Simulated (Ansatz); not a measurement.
Crystal: CsSnBr3.

```
Cs Sn Br
1.0
     5.83901    0.00000    0.00000
     0.00000    5.83901    0.00000
     0.00000    0.00000    5.83901
Cs Sn Br
1 1 3
Direct
  0.00000 0.00000 0.00000
  0.50000 0.50000 0.50000
  0.00000 0.50000 0.50000
  0.50000 0.50000 0.00000
  0.50000 0.00000 0.50000
```

The cell is a database's computed one.

| Item | Value |
| --- | --- |
| Program | Ansatz 0.2.0 |
| Task | relaxation of cell and atoms |
| Functional | PBEsol |
| Dispersion | D4 |
| Potentials or basis | Ansatz PAW |
| Cutoff | 420 eV (not typed: the program's choice for these potentials) |
| k mesh | 5 × 5 × 5 |
| Occupations | fermi-dirac, width 0.05 eV |
| Spin | no spin polarisation |

At the start: volume 39.81 Å³/atom.

Q: Where does the relaxation end?

A: It ends after 5 steps and the volume is 37.23 Å³/atom (-6.5 %); space group Pm-3m (No. 221, to 0.05 Å).

The path:
```tsv
step	energy change (eV)	largest force (eV/Å)	volume (Å³)
1	0.0000	0.0000	199.08
2	-0.0462	0.0000	191.98
3	-0.0594	0.0000	185.34
4	-0.0595	0.0000	186.16
5	-0.0584	0.0000	186.16
```

Final structure:
```
Cs Sn Br
1.0
     5.70993    0.00000    0.00000
     0.00000    5.70993    0.00000
     0.00000    0.00000    5.70993
Cs Sn Br
1 1 3
Direct
  0.00000 0.00000 0.00000
  0.50000 0.50000 0.50000
  0.00000 0.50000 0.50000
  0.50000 0.50000 0.00000
  0.50000 0.00000 0.50000
```

Caveat: the plane-wave basis is chosen anew once the cell has moved, so the energies of steps on either side of that aren't comparable; the PAW data sets come from PBE, with cores solved anew for the run's functional, which leaves a small shift of forces and pressure.
